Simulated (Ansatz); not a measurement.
Al, 1 atom in the cell. The structure is cubic, space group Im-3m (No. 229). The conventional cell has a = 3.182 Å, b = 3.182 Å, c = 3.182 Å, α = 90.00°, β = 90.00°, γ = 90.00°. Around Al (site symmetry m-3m) lie 8 Al at 2.76 Å. This isn't the form of Al at room conditions, which is fcc.

| Item | Value |
| --- | --- |
| Program | Ansatz 0.2.0 |
| Task | relaxation of cell and atoms |
| Functional | LDA |
| Potentials or basis | all-electron LAPW, scalar-relativistic |
| Basis error allowed | 0.001 eV/atom |
| k mesh | 12 × 12 × 12 |
| Occupations | gaussian, width 0.01 eV |
| Spin | no spin polarisation |

Potentials or basis: all-electron LAPW, scalar-relativistic.

Command:

```bash
$ ansatz run input.yaml --threads 1 --pin off --max-ram 3072MiB --backend cpu --events-out ev --progress --plain --runs-dir out
```

Hardware: 1 thread of Intel(R) Xeon(R) Processor @ 2.70GHz (shared host).

**Question.** Estimate the wall time of this run.

**Answer.** Wall time 3.7 s on 1 thread of Intel(R) Xeon(R) Processor @ 2.70GHz (shared host), peak memory 0.24 GiB. Counts: scf iterations 9, plane waves 79, k points 72, bands 10, ion steps 3.
